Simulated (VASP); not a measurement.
# HC60N3 (a cell with a defect) in VASP: settings compared

The runs below take HC60N3 (a cell with a defect) through single point, with PBE, LDA, r2SCAN.

Everything below comes from runs of VASP 6.6.1. Logs are shortened: lines on timing, memory, paths and dates and some standing lists are left out, and cuts for length are marked.

**1. The crystal as given**

The cell holds a defect, 64 atoms: a = 7.140 Å, b = 7.140 Å, c = 7.140 Å, α = 90.00°, β = 90.00°, γ = 90.00°.

The cell was built by a generator and needn't be a form met in nature.

**2. Single point, PBE**

The input, INCAR:

```
SYSTEM = HC60N3
PREC = Accurate
ENCUT = 520
EDIFF = 1E-6
ISMEAR = 0
SIGMA = 0.03
LREAL = .False.
LASPH = .True.
NELM = 100
ALGO = Fast
ISIF = 2
LWAVE = .False.
LCHARG = .True.
GGA = PE
LELF = .True.
LVHAR = .True.
NBANDS = 166
```

The input, KPOINTS:

```
regular mesh
0
Gamma
  2 2 2
  0 0 0
```

The input, POSCAR:

```
HC60N3
1.0
    7.1400000000      0.0000000000      0.0000000000
    0.0000000000      7.1400000000      0.0000000000
    0.0000000000      0.0000000000      7.1400000000
H C N
1 60 3
Direct
    0.5512129100      0.5512129100      0.5512129100
    0.6319130000      0.6319130000      0.6319130000
    0.5014860000      0.7507060000      0.7507060000
    0.7507060000      0.5014860000      0.7507060000
    0.7507060000      0.7507060000      0.5014860000
    0.4950870000      0.2505090000      0.7494590000
    0.4950870000      0.7494590000      0.2505090000
    0.2505090000      0.4950870000      0.7494590000
    0.7494590000      0.4950870000      0.2505090000
    0.2505090000      0.7494590000      0.4950870000
    0.7494590000      0.2505090000      0.4950870000
    0.6235760000      0.3759650000      0.8734240000
    0.6235760000      0.8734240000      0.3759650000
    0.3759650000      0.6235760000      0.8734240000
    0.8734240000      0.6235760000      0.3759650000
    0.3759650000      0.8734240000      0.6235760000
    0.8734240000      0.3759650000      0.6235760000
    0.5050870000      0.2510410000      0.2510410000
    0.2510410000      0.5050870000      0.2510410000
    0.2510410000      0.2510410000      0.5050870000
    0.1273950000      0.6227350000      0.6227350000
    0.6227350000      0.1273950000      0.6227350000
    0.6227350000      0.6227350000      0.1273950000
    0.9999620000      0.4999560000      0.4999560000
    0.4999560000      0.9999620000      0.4999560000
    0.4999560000      0.4999560000      0.9999620000
    0.1278200000      0.3773090000      0.3773090000
    0.3773090000      0.1278200000      0.3773090000
    0.3773090000      0.3773090000      0.1278200000
    0.6239330000      0.8758650000      0.8758650000
    0.8758650000      0.6239330000      0.8758650000
    0.8758650000      0.8758650000      0.6239330000
    0.0011195000      0.7494200000      0.7494200000
    0.7494200000      0.0011195000      0.7494200000
    0.7494200000      0.7494200000      0.0011195000
    0.1237350000      0.3750450000      0.8761320000
    0.1237350000      0.8761320000      0.3750450000
    0.3750450000      0.1237350000      0.8761320000
    0.8761320000      0.1237350000      0.3750450000
    0.3750450000      0.8761320000      0.1237350000
    0.8761320000      0.3750450000      0.1237350000
    0.9987500000      0.2495250000      0.7493430000
    0.9987500000      0.7493430000      0.2495250000
    0.2495250000      0.9987500000      0.7493430000
    0.7493430000      0.9987500000      0.2495250000
    0.2495250000      0.7493430000      0.9987500000
    0.7493430000      0.2495250000      0.9987500000
    0.1237820000      0.1237820000      0.6246850000
    0.1237820000      0.6246850000      0.1237820000
    0.6246850000      0.1237820000      0.1237820000
    0.0017403000      0.2503660000      0.2503660000
    0.2503660000      0.0017403000      0.2503660000
    0.2503660000      0.2503660000      0.0017403000
    0.1249420000      0.8743930000      0.8743930000
    0.8743930000      0.1249420000      0.8743930000
    0.8743930000      0.8743930000      0.1249420000
    0.9999680000      0.9999680000      0.4998950000
    0.9999680000      0.4998950000      0.9999680000
    0.4998950000      0.9999680000      0.9999680000
    0.1254050000      0.1254050000      0.1254050000
    0.9997840000      0.9997840000      0.9997840000
    0.6351560000      0.3648080000      0.3648080000
    0.3648080000      0.6351560000      0.3648080000
    0.3648080000      0.3648080000      0.6351560000
```

Potentials or basis: VASP PAW PBE potentials, release 64 (H, C, N).

Command:

```bash
> cat potpaw_PBE.64/H/POTCAR potpaw_PBE.64/C/POTCAR potpaw_PBE.64/N/POTCAR > POTCAR
> mpirun -np 1 vasp_std > vasp.out
```

OUTCAR:

```text
SYSTEM = HC60N3
   PREC = Accurate
   ENCUT = 520
   EDIFF = 1E-6
   ISMEAR = 0
   LREAL = .False.
   LASPH = .True.
   NELM = 100
   ISIF = 2
   GGA = PE

 ion  position               nearest neighbor table
   1  0.551  0.551  0.551-   2 1.00
   2  0.632  0.632  0.632-   1 1.00   3 1.52   4 1.52   5 1.52
   3  0.501  0.751  0.751-   2 1.52  30 1.54  16 1.55  14 1.55
   4  0.751  0.501  0.751-   2 1.52  31 1.54  17 1.55  12 1.55
   5  0.751  0.751  0.501-   2 1.52  32 1.54  15 1.55  13 1.55
   6  0.495  0.251  0.749-  64 1.48  38 1.54  22 1.56  12 1.56
   7  0.495  0.749  0.251-  63 1.48  40 1.54  23 1.56  13 1.56
[... 52 lines left out ...]
  60  0.125  0.125  0.125-  51 1.54  52 1.54  53 1.54  61 1.55
  61  1.000  1.000  1.000-  54 1.55  55 1.55  56 1.55  60 1.55
  62  0.635  0.365  0.365-  18 1.48  11 1.48   9 1.48
  63  0.365  0.635  0.365-  19 1.48  10 1.48   7 1.48
  64  0.365  0.365  0.635-  20 1.48   8 1.48   6 1.48

  LATTYP: Found a simple cubic cell.
 ALAT       =     7.1400000000

  Lattice vectors:

 A1 = (   7.1400000000,   0.0000000000,   0.0000000000)
 A2 = (   0.0000000000,   7.1400000000,   0.0000000000)
 A3 = (   0.0000000000,   0.0000000000,   7.1400000000)

Analysis of symmetry for initial positions (statically):
=====================================================================
 Subroutine PRICEL returns:
 Original cell was already a primitive cell.

 Routine SETGRP: Setting up the symmetry group for a
 simple cubic supercell.

 Subroutine GETGRP returns: Found  6 space group operations
 (whereof  6 operations were pure point group operations)
 out of a pool of 48 trial point group operations.

The static configuration has the point symmetry C_3v.

Analysis of symmetry for dynamics (positions and initial velocities):
=====================================================================
 Subroutine PRICEL returns:
 Original cell was already a primitive cell.

 Routine SETGRP: Setting up the symmetry group for a
 simple cubic supercell.

 Subroutine GETGRP returns: Found  6 space group operations
 (whereof  6 operations were pure point group operations)
 out of a pool of 48 trial point group operations.

The dynamic configuration has the point symmetry C_3v.

 Subroutine INISYM returns: Found  6 space group operations
 (whereof  6 operations are pure point group operations),
 and found     1 'primitive' translations

----------------------------------------------------------------------------------------

                                     Primitive cell

  volume of cell :     363.9943
[... 201 lines left out ...]
   TEBEG  =    0.0;   TEEND  =   0.0 temperature during run
   PSTRESS=    0.0 pullay stress
   NELECT =     256.0000    total number of electrons
   NUPDOWN=      -1.0000    fix difference up-down
   EMIN   =  10.00;   EMAX   =-10.00  energy-range for DOS
   EFERMI =   0.00;   METHOD = LEGACY
   ISMEAR =     0;   SIGMA  =   0.03  broadening in eV -4-tet -1-fermi 0-gaus
   EFERMI_NEDOS =   21; number of points for ismear=-14 and -15
   IALGO  =     68    algorithm
   IMIX   =      4    mixing-type and parameters
     AMIX     =   0.40;   BMIX     =  1.00
     AMIX_MAG =   1.60;   BMIX_MAG =  1.00
  volume/ion in A,a.u.               =       5.69        38.38
  Fermi-wavevector in a.u.,A,eV,Ry     =   1.455872  2.751200 28.838420  2.119564
  Thomas-Fermi vector in A             =   2.572856
   LORBIT       =      0    0 simple, 1 ext, 2 COOP (PROOUT), +10 PAW based schemes
   GGA     = PE    functional components
   LHFCALC =     F    Hartree Fock is set to
   AEXX    =    0.0000 exact exchange contribution
   IVDW    =     0    specifies the selected vdW correction
   LEPSILON=     F    determine dielectric tensor
   LRPA    =     F    only Hartree local field effects (RPA)
 non-spin polarized calculation
 RMM-DIIS sequential band-by-band and
 Gauss-broadening in eV      SIGMA  =   0.03
  energy-cutoff  :      520.00
  volume of cell :      363.99
 maximum number of plane-waves:      9808
 NGX is ok and might be reduce to    54
   NGX = 27   NGY = 27   NGZ = 27

 number of electron     256.0000004 magnetization

 Free energy of the ion-electron system (eV)
  ---------------------------------------------------
  ext. energy  EPLUGINS =         0.00000000
  ---------------------------------------------------
  free energy    TOTEN  =      -570.39978840 eV

  energy without entropy =     -570.39978840  energy(sigma->0) =     -570.39978840

 E-fermi :  10.0829     XC(G=0): -13.1680

 val. band max:        9.8495243247   @ k =   0.0000   0.0000   0.0000
 cond. band min:      13.5207126270   @ k =   0.5000   0.0000   0.0000
 fundamental gap:      3.6711883023
 Fermi energy:        10.0829454732

 k-point     1 :       0.0000    0.0000    0.0000
  band No.  band energies     occupation
      1     -12.2397      2.00000
      2     -10.5892      2.00000
      3     -10.5892      2.00000
      4     -10.1492      2.00000
      5      -9.7702      2.00000
      6      -9.7702      2.00000
[... 561 lines left out ...]
    139      15.4561      0.00000
    140      15.4625      0.00000
 [bands above 140 left out]

------------------------ aborting loop because EDIFF is reached ----------------------------------------

  FORCE on cell =-STRESS in cart. coord.  units (eV):
  Direction    XX          YY          ZZ          XY          YZ          ZX
  --------------------------------------------------------------------------------------
  -------------------------------------------------------------------------------------
  Total        3.3773729      3.3773729      3.3773729     -0.6521566     -0.6521566     -0.6521566
  in kB       14.8660285     14.8660285     14.8660285     -2.8705679     -2.8705679     -2.8705679
  external PRESSURE =      14.8660285 kB  Pullay stress =       0.0000000 kB

 VOLUME and BASIS-vectors are now :
 -----------------------------------------------------------------------------
  energy-cutoff  :      520.00
  volume of cell :      363.99
      direct lattice vectors                 reciprocal lattice vectors
     7.140000000  0.000000000  0.000000000     0.140056022  0.000000000  0.000000000
     0.000000000  7.140000000  0.000000000     0.000000000  0.140056022  0.000000000
     0.000000000  0.000000000  7.140000000     0.000000000  0.000000000  0.140056022

 POSITION                                       TOTAL-FORCE (eV/Angst)
 -----------------------------------------------------------------------------------
      3.93566      3.93566      3.93566        -2.010359     -2.010359     -2.010359
      4.51186      4.51186      4.51186         1.843265      1.843265      1.843265
      3.58061      5.36004      5.36004        -0.013501      0.055883      0.055883
      5.36004      3.58061      5.36004         0.055883     -0.013501      0.055883
      5.36004      5.36004      3.58061         0.055883      0.055883     -0.013501
      3.53492      1.78863      5.35114        -0.018916      0.007822     -0.010668
[... 56 lines left out ...]
      2.60473      4.53501      2.60473         0.041962      0.013370      0.041962
      2.60473      2.60473      4.53501         0.041962      0.041962      0.013370
 -----------------------------------------------------------------------------------
    total drift:                                0.000092      0.000092      0.000088

  FREE ENERGIE OF THE ION-ELECTRON SYSTEM (eV)
  ---------------------------------------------------
  free  energy   TOTEN  =      -570.3997883981 eV

  energy  without entropy=     -570.3997883981  energy(sigma->0) =     -570.39978840
```

Wall time 4.2 min (1 thread of Intel Xeon 6975P-C (Granite Rapids), shared host); peak memory 0.5 GiB.

What came out:

```yaml
Free_energy: -570.3998 eV
Pressure: 1.5 GPa
Largest_force: 3.482 eV/Å
Band_gap_on_the_k_mesh: 3.67 eV, indirect (least direct gap 3.74 eV)
```

Forces on the atoms (eV/Å):
```
H   -2.010 -2.010 -2.010
C    1.843  1.843  1.843
C   -0.014  0.056  0.056
C    0.056 -0.014  0.056
C    0.056  0.056 -0.014
C   -0.019  0.008 -0.011
C   -0.019 -0.011  0.008
C    0.008 -0.019 -0.011
C   -0.011 -0.019  0.008
C    0.008 -0.011 -0.019
C   -0.011  0.008 -0.019
C   -0.003 -0.003 -0.002
C   -0.003 -0.002 -0.003
C   -0.003 -0.003 -0.002
C   -0.002 -0.003 -0.003
C   -0.003 -0.002 -0.003
C   -0.002 -0.003 -0.003
C    0.001  0.016  0.016
C    0.016  0.001  0.016
C    0.016  0.016  0.001
C    0.002  0.001  0.001
C    0.001  0.002  0.001
C    0.001  0.001  0.002
C    0.006 -0.001 -0.001
C   -0.001  0.006 -0.001
C   -0.001 -0.001  0.006
C    0.000 -0.003 -0.003
C   -0.003  0.000 -0.003
C   -0.003 -0.003  0.000
C    0.005 -0.008 -0.008
C   -0.008  0.005 -0.008
C   -0.008 -0.008  0.005
C    0.002  0.000  0.000
C    0.000  0.002  0.000
C    0.000  0.000  0.002
C   -0.001  0.005  0.003
C   -0.001  0.003  0.005
C    0.005 -0.001  0.003
C    0.003 -0.001  0.005
C    0.005  0.003 -0.001
C    0.003  0.005 -0.001
C    0.001  0.004  0.002
C    0.001  0.002  0.004
C    0.004  0.001  0.002
C    0.002  0.001  0.004
C    0.004  0.002  0.001
C    0.002  0.004  0.001
C   -0.002 -0.002 -0.001
C   -0.002 -0.001 -0.002
C   -0.001 -0.002 -0.002
C   -0.003 -0.002 -0.002
C   -0.002 -0.003 -0.002
C   -0.002 -0.002 -0.003
C    0.000  0.000  0.000
C    0.000  0.000  0.000
C    0.000  0.000  0.000
C   -0.002 -0.002 -0.007
C   -0.002 -0.007 -0.002
C   -0.007 -0.002 -0.002
C   -0.002 -0.002 -0.002
C    0.003  0.003  0.003
N    0.013  0.042  0.042
N    0.042  0.013  0.042
N    0.042  0.042  0.013
```

Levels at points of the mesh, in eV from the valence-band top:
```tsv
k point	band 124	band 125	band 126	band 127	band 128	band 129	band 130	band 131	band 132	band 133
(0.00, 0.00, 0.00)	-1.48	-1.48	-0.41	0.00	0.00	3.74	3.90	3.90	4.11	4.11
(0.50, 0.00, 0.00)	-2.23	-1.81	-1.19	-0.68	-0.54	3.67	3.80	4.65	5.03	5.70
(0.50, 0.50, 0.00)	-1.36	-1.31	-1.23	-0.52	-0.28	5.00	5.03	5.25	5.48	5.58
(0.50, 0.50, 0.50)	-2.09	-2.09	-1.04	-0.40	-0.40	4.92	4.92	5.11	5.44	5.51
```

Caveat: the k mesh is coarse (spacing up to 0.44 Å⁻¹), so the values aren't converged.

(Continued in part 2 of 2.)
